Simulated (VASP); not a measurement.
A run of VASP 6.6.1 is set up as follows.

File INCAR:

```
PREC = Accurate ; ENCUT = 600
EDIFF = 1E-7 ; ISMEAR = 1
SIGMA = 0.1 ; LREAL = F
LASPH = T ; NELM = 80
ALGO = Normal ; ISIF = 3
LWAVE = F ; LCHARG = F
GGA = PE ; IBRION = 2
NSW = 90 ; EDIFFG = -0.005
```

The input KPOINTS:

```
regular mesh
0
Gamma
  12 12 7
```

The input POSCAR:

```
Y                                       
1.0
    3.6565141749      0.0000000000      0.0000000000
   -1.8282570875      3.1666341648     -0.0000000000
    0.0000000000     -0.0000000000      5.6780758465
  Y             
     2
Direct
     0.3333333332999970    0.6666666667000030    0.2500000000000000
     0.6666666667000030    0.3333333332999970    0.7500000000000000
```

Potentials or basis: VASP PAW PBE potentials, release 64 (Y_sv).

Run with:

```bash
$ cat potpaw_PBE.64/Y_sv/POTCAR > POTCAR
$ mpirun -np 1 vasp_std > vasp.out
```

**Question.** Predict the relaxed cell.

**Answer.** a = 3.654 Å, b = 3.654 Å, c = 5.677 Å, α = 90.00°, β = 90.00°, γ = 120.00°.

**Question.** What does it give for the band gap on the k mesh?

**Answer.** None (metal or under the smearing width).

**Question.** Predict the relaxed volume.

**Answer.** 32.83 Å³/atom.

Final structure:
```xyz
2
Lattice="3.6544 0.0000 0.0000 -1.8272 3.1648 0.0000 0.0000 0.0000 5.6774" Properties=species:S:1:pos:R:3 pbc="T T T"
Y     0.0000    2.1099    1.4194
Y     1.8272    1.0549    4.2581
```
